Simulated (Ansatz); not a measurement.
## From a trial cell to the properties of GdN (wurtzite structure)

Method: PBEsol, scalar-relativistic; collinear spin; PAW, 420 eV, 10×10×6 k-mesh, Gaussian smearing of 0.05 eV; code Ansatz. The datasets are Ansatz's generated set soft_2.

The start was a prototype's sites filled with these elements. The Crystallography Open Database lists the compound in space group Fm-3m (rock salt), so this is a trial structure.

The start:

```
Gd N
1.0
     3.83073    0.00000    0.00000
    -1.91536    3.31751    0.00000
     0.00000    0.00000    6.27385
Gd N
2 2
Direct
  0.66667 0.33333 0.00000
  0.33333 0.66667 0.50000
  0.66667 0.33333 0.62520
  0.33333 0.66667 0.12520
```

Starting moments (μB, in the order of the atoms): 7.0, 7.0, 0.0, 0.0.

The steps in volume:

| run | level | k-mesh | kind | V (Å³/atom) | P (GPa) | E − E(final) (meV/atom) | gap on the mesh (eV) | largest moment (μB) |
| --- | --- | --- | --- | --- | --- | --- | --- | --- |
| 1 | PBEsol | 10×10×6 | cell and atoms relaxed | 17.47 | 0.0 | 0.0 | 0.40 | 6.80 |
| 2 | PBEsol | 10×10×6 | cell and atoms relaxed | 17.47 | 0.0 | 0.0 | 0.40 | 6.80 |

The cell is relaxed to zero pressure at this level.

The final structure (symmetry read at 0.01 Å). It takes space group P6_3mc (No. 186, hexagonal). The conventional cell has a = 4.022 Å, b = 4.022 Å, c = 4.988 Å, α = 90.00°, β = 90.00°, γ = 120.00°. Gd (site symmetry 3m) is surrounded by 5 N at 2.32 to 2.60 Å. N (site symmetry 3m) is surrounded by 5 Gd at 2.32 to 2.60 Å. (Shells end 15 % past the nearest neighbour.)

| atom | site | symmetry | x | y | z |
| --- | --- | --- | --- | --- | --- |
| Gd | 2b | 3m. | 0.6667 | 0.3333 | 0.0516 |
| N | 2b | 3m. | 0.6667 | 0.3333 | 0.5736 |

At the final geometry the gap, band path included, is 0.40 eV and the site spin moments are Gd 6.80; N -0.07 μB. Against the elements' standard states, run alike and uncorrected, the formation energy is -1.59 eV/atom. The runs in the table took roughly 18 core-minutes.

**Reading the result.**

Formal charges Gd³⁺, N³⁻ leave Gd³⁺ with an open 4f⁷ shell. A part-filled shell gives a gap only if something splits it: here on each such atom exchange fills one spin channel and leaves the other empty, so the half-filled shell acts almost as a closed one, and the gap is 0.40 eV.

Within 0.6 eV of the edges the projected states are 76 % N 2p at the top of the valence band and 72 % Gd 5d at the bottom of the conduction band. Crossing the gap moves an electron from the anion's filled p shell to the metal's empty orbitals, as in polar semiconductors.

Hund's first rule gives Gd³⁺ with 7 f electrons 7 unpaired spins, a spin moment of 7 μB; the run has 6.80 μB on Gd (atomic spheres) and 7.11 f electrons on orthogonalised orbitals. The moment is close to the ion's, so in this run the shell is localised and nearly fully polarised.

Semilocal functionals without a U place occupied f levels too high and empty ones too low, so gaps that touch them come out too small. Spin–orbit coupling, which matters for such heavy elements, is left out. The run wasn't fully tested for a lower electronic state. Site moments are of spin, integrated over atomic spheres. No antiparallel order was tried.
